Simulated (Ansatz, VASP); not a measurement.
# One calculation of Al, two programs

Contents of INCAR:

```
SYSTEM = Al
  PREC = Accurate
  ENCUT = 520
  EDIFF = 1E-6
  ISMEAR = -1
  SIGMA = 0.05
  LREAL = .FALSE.
  LASPH = .TRUE.
  NELM = 100
  ALGO = Normal
  ISIF = 2
  LWAVE = .FALSE.
  LCHARG = .FALSE.
  GGA = PS
  NBANDS = 8
```

KPOINTS

```
Automatic mesh
0
G
  11 11 11
  0 0 0
```

Contents of POSCAR:

```
Al
1.0
    0.0000000000      2.0248050000      2.0248050000
    2.0248050000      0.0000000000      2.0248050000
    2.0248050000      2.0248050000      0.0000000000
Al
1
Direct
    0.0000000000      0.0000000000      0.0000000000
```

File input.yaml:

```yaml
crystal:
  lattice:
    - [0.0, 2.024805, 2.024805]
    - [2.024805, 0.0, 2.024805]
    - [2.024805, 2.024805, 0.0]
  atoms:
    - { symbol: Al, position: [0.0, 0.0, 0.0] }
kpoints:
  mp_grid: { grid: [11, 11, 11] }
scf:
  occupations: { method: fermi_dirac, width: 0.05 }
hamiltonian:
  xc: pbesol
  pseudopotentials: { kind: all_electron, lapw: { basis_error: 0.0005 } }
output:
  forces: true
  stress: true
  eigenvalues: true
```

Alike in both runs: task single point; functional PBEsol; k mesh 11 × 11 × 11; occupations fermi-dirac, width 0.05 eV; no spin polarisation.

|  | VASP | Ansatz |
| --- | --- | --- |
| version | VASP 6.6.1 | Ansatz 0.2.0 |
| potentials or method | VASP PAW PBE potentials, release 64 (Al) | all-electron LAPW, scalar-relativistic |
| plane-wave cutoff (eV) | 520 | see its input |

```tsv
	VASP	Ansatz	Ansatz less VASP
gap on the k mesh at the Fermi level (eV)	none	none	-
pressure (GPa)	-1.9	-1.9	-0.05
```

A gap of «none» marks a metal or a gap that the smearing closes. Ansatz ran all-electron here, so the differences hold the error of VASP's frozen core and of both bases.

Caveats: the PAW data sets were made with another functional, which shifts forces and pressure a little (VASP).
